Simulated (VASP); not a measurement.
**Na₂S (strained antifluorite): a r²SCAN single-point calculation in VASP**

INCAR

```
NELM = 120
ALGO = Normal
METAGGA = R2SCAN
ISMEAR = 0
LASPH = .TRUE.
LWAVE = .FALSE.
ISIF = 2
PREC = Accurate
NSW = 0
EDIFF = 1E-7
LREAL = .FALSE.
LELF = .TRUE.
LCHARG = .TRUE.
IBRION = -1
SIGMA = 0.01
NBANDS = 17
ENCUT = 520
```

KPOINTS

```
KPOINTS created by Atomic Simulation Environment
0
Gamma
8 8 8
0 0 0
```

KPOINTS_OPT

```
special points
6
Reciprocal
0.0000000000 0.0000000000 0.0000000000 1
0.5000000000 0.0000000000 0.5000000000 1
0.6250000000 0.2500000000 0.6250000000 1
0.3750000000 0.3750000000 0.7500000000 1
0.5000000000 0.5000000000 0.5000000000 1
0.5000000000 0.2500000000 0.7500000000 1
```

POSCAR

```
S  Na
 1.0000000000000000
     0.0000000000000000    3.3368182621000000    3.3368182621000000
     3.3368182621000000    0.0000000000000000    3.3368182621000000
     3.3368182621000000    3.3368182621000000    0.0000000000000000
 S   Na
   1   2
Cartesian
  0.0000000000000000  0.0000000000000000  0.0000000000000000
  1.6684091310500004  1.6684091310500004  1.6684091310500004
  5.0052273931500011  5.0052273931500011  5.0052273931500011
```

VASP ran with the recommended PBE PAW datasets (20 valence electrons in the cell).

Command

```
mpirun -np 1 vasp_std
```

From OUTCAR

```
k-points           NKPTS =     29   k-points in BZ     NKDIM =     29   number of bands    NBANDS=     17

   NELECT =      20.0000    total number of electrons

   dimension x,y,z NGX =    36 NGY =   36 NGZ =   36
   dimension x,y,z NGXF=    72 NGYF=   72 NGZF=   72

  energy-cutoff  :      520.00
  volume of cell :       74.31
      direct lattice vectors                 reciprocal lattice vectors
     0.000000000  3.336818262  3.336818262    -0.149843342  0.149843342  0.149843342
     3.336818262  0.000000000  3.336818262     0.149843342 -0.149843342  0.149843342
     3.336818262  3.336818262  0.000000000     0.149843342  0.149843342 -0.149843342

 k-points in reciprocal lattice and weights: KPOINTS created by Atomic Simulation Env
   0.00000000  0.00000000  0.00000000       0.002
   0.12500000  0.00000000  0.00000000       0.016
   0.25000000  0.00000000  0.00000000       0.016
   0.37500000  0.00000000  0.00000000       0.016
   0.50000000  0.00000000  0.00000000       0.008
   0.12500000  0.12500000  0.00000000       0.012
   0.25000000  0.12500000  0.00000000       0.047
   0.37500000  0.12500000  0.00000000       0.047
   ...

 E-fermi :  -0.3252

 k-point     1 :       0.0000    0.0000    0.0000
  band No.  band energies     occupation
      1     -23.5655      2.00000
      2     -23.5651      2.00000
      3     -23.5651      2.00000
      4     -23.5247      2.00000
      5     -23.5243      2.00000
      6     -23.5243      2.00000
      7     -10.8476      2.00000
      8      -0.3673      2.00000
      9      -0.3673      2.00000
     10      -0.3673      2.00000
     11       2.4923      0.00000
     12       7.8362      0.00000
     13       7.8362      0.00000
     14       7.8369      0.00000
     15       9.3178      0.00000
     16       9.3178      0.00000
     17      11.1387      0.00000

 k-point     2 :       0.1250    0.0000    0.0000
  band No.  band energies     occupation
      1     -23.5642      2.00000
      2     -23.5639      2.00000
      3     -23.5636      2.00000
      4     -23.5267      2.00000
      5     -23.5263      2.00000
      6     -23.5259      2.00000
      7     -10.8182      2.00000
      8      -0.6920      2.00000
      9      -0.3860      2.00000
     10      -0.3860      2.00000
     11       2.9313      0.00000
     12       7.6114      0.00000
     13       7.9199      0.00000
     14       7.9205      0.00000
     15       8.9448      0.00000
     16       8.9449      0.00000
     17      10.6888      0.00000

 k-point     3 :       0.2500    0.0000    0.0000
  band No.  band energies     occupation
      1     -23.5611      2.00000
      2     -23.5598      2.00000
      3     -23.5594      2.00000
      4     -23.5329      2.00000
      5     -23.5310      2.00000
      6     -23.5306      2.00000
      7     -10.7457      2.00000
      8      -1.2706      2.00000
      9      -0.4300      2.00000
     10      -0.4299      2.00000
     11       3.7957      0.00000
     12       7.1028      0.00000
     13       7.6833      0.00000
     14       7.6836      0.00000
     15       9.1669      0.00000
     16       9.1672      0.00000
     17      10.2686      0.00000

 k-point     4 :       0.3750    0.0000    0.0000
  band No.  band energies     occupation
      1     -23.5563      2.00000
      2     -23.5535      2.00000
      3     -23.5531      2.00000
      4     -23.5409      2.00000
      5     -23.5378      2.00000
      6     -23.5374      2.00000
      7     -10.6712      2.00000
      8      -1.7138      2.00000
      9      -0.4723      2.00000
     10      -0.4722      2.00000
     11       4.5542      0.00000
     12       6.5676      0.00000
     13       7.2971      0.00000
     14       7.2974      0.00000
     15      10.1955      0.00000
     16      10.1959      0.00000
     17      10.5633      0.00000

 k-point     5 :       0.5000    0.0000    0.0000
  band No.  band energies     occupation
      1     -23.5514      2.00000
      2     -23.5471      2.00000
      3     -23.5464      2.00000
      4     -23.5460      2.00000
      5     -23.5450      2.00000
      6     -23.5446      2.00000
      7     -10.6396      2.00000
      8      -1.8749      2.00000
      9      -0.4893      2.00000
     10      -0.4893      2.00000
     11       4.8801      0.00000
     12       6.2998      0.00000
     13       7.1514      0.00000
     14       7.1516      0.00000
     15      11.2636      0.00000
     16      11.4306      0.00000
     17      11.4308      0.00000

 k-point     6 :       0.1250    0.1250    0.0000
  band No.  band energies     occupation
      1     -23.5666      2.00000
      2     -23.5663      2.00000
      3     -23.5577      2.00000
      4     -23.5333      2.00000
      5     -23.5237      2.00000
      6     -23.5234      2.00000
      7     -10.8085      2.00000
      8      -0.7047      2.00000
      9      -0.4358      2.00000
     10      -0.4358      2.00000
     11       3.0646      0.00000
     12       7.5085      0.00000
     13       8.0311      0.00000
     14       8.0315      0.00000
     15       8.1419      0.00000
     16       9.5247      0.00000
     17      11.4881      0.00000

 k-point     7 :       0.2500    0.1250    0.0000
  band No.  band energies     occupation
      1     -23.5663      2.00000
      2     -23.5662      2.00000
      3     -23.5500      2.00000
      4     -23.5427      2.00000
      5     -23.5247      2.00000
      6     -23.5247      2.00000
      7     -10.7505      2.00000
      8      -1.1309      2.00000
      9      -0.5003      2.00000
     10      -0.4857      2.00000
     11       3.7464      0.00000
     12       7.1384      0.00000
     13       7.3717      0.00000
     14       8.0660      0.00000
     15       8.5194      0.00000
     16       9.7235      0.00000
     17      11.0076      0.00000

 k-point     8 :       0.3750    0.1250    0.0000
  band No.  band energies     occupation
      1     -23.5638      2.00000
      2     -23.5626      2.00000
      3     -23.5523      2.00000
      4     -23.5416      2.00000
      5     -23.5296      2.00000
      6     -23.5287      2.00000
      7     -10.6765      2.00000
      8      -1.5622      2.00000
      9      -0.5684      2.00000
     10      -0.5417      2.00000
     11       4.5180      0.00000
     12       6.4487      0.00000
     13       7.2788      0.00000
     14       7.7200      0.00000
     15       9.2458      0.00000
     16      10.5933      0.00000
     17      10.9723      0.00000

 k-point     9 :       0.5000    0.1250    0.0000
  band No.  band energies     occupation
      1     -23.5618      2.00000
      2     -23.5575      2.00000
      3     -23.5563      2.00000
      4     -23.5370      2.00000
      5     -23.5352      2.00000
      6     -23.5334      2.00000
      7     -10.6304      2.00000
      8      -1.7856      2.00000
      9      -0.6536      2.00000
     10      -0.5381      2.00000
     11       5.1148      0.00000
     12       5.8799      0.00000
     13       7.3932      0.00000
     14       7.4248      0.00000
     15      10.1592      0.00000
     16      11.4197      0.00000
     17      11.7962      0.00000

 k-point    10 :      -0.3750    0.1250    0.0000
  band No.  band energies     occupation
      1     -23.5666      2.00000
      2     -23.5508      2.00000
      3     -23.5481      2.00000
      4     -23.5449      2.00000
      5     -23.5431      2.00000
      6     -23.5270      2.00000
      7     -10.6408      2.00000
      8      -1.7348      2.00000
      9      -0.6882      2.00000
     10      -0.4916      2.00000
     11       5.0364      0.00000
     12       5.9970      0.00000
     13       7.3761      0.00000
     14       7.3968      0.00000
     15       9.9884      0.00000
     16      10.9423      0.00000
     17      11.5648      0.00000

 k-point    11 :      -0.2500    0.1250    0.0000
  band No.  band energies     occupation
      1     -23.5688      2.00000
      2     -23.5527      2.00000
      3     -23.5513      2.00000
      4     -23.5418      2.00000
      5     -23.5395      2.00000
      6     -23.5232      2.00000
      7     -10.7012      2.00000
      8      -1.4328      2.00000
      9      -0.6431      2.00000
     10      -0.4273      2.00000
     11       4.3322      0.00000
     12       6.7284      0.00000
     13       7.3416      0.00000
     14       7.6233      0.00000
     15       8.8619      0.00000
     16      10.3891      0.00000
     17      10.9096      0.00000

 ...

  Total       -0.9635604     -0.9635604     -0.9635604      0.0000000     -0.0000000      0.0000000
  in kB      -20.7759970    -20.7759970    -20.7759970      0.0000000     -0.0000000      0.0000000
  external PRESSURE =     -20.7759970 kB  Pullay stress =       0.0000000 kB

 POSITION                                       TOTAL-FORCE (eV/Angst)
 -----------------------------------------------------------------------------------
      0.00000      0.00000      0.00000        -0.000000      0.000000     -0.000000
      1.66841      1.66841      1.66841        -0.000000      0.000000     -0.000000
      5.00523      5.00523      5.00523         0.000000     -0.000000      0.000000
 -----------------------------------------------------------------------------------
    total drift:                                0.000000      0.000000      0.000000

  FREE ENERGIE OF THE ION-ELECTRON SYSTEM (eV)
  ---------------------------------------------------
  free  energy   TOTEN  =       -18.9253256676 eV

  energy  without entropy=      -18.9253256676  energy(sigma->0) =      -18.92532567
```

```json
{
  "gap between bands v and c": "2.86 eV",
  "least direct gap": "2.86 eV",
  "pressure": "-2.1 GPa"
}
```

Band v is the last that the valence electrons fill when counted band by band, and c is the next.

The run took about 99 s on one core of a shared host (Intel Xeon Platinum 8488C) and held 0.22 GiB at most.
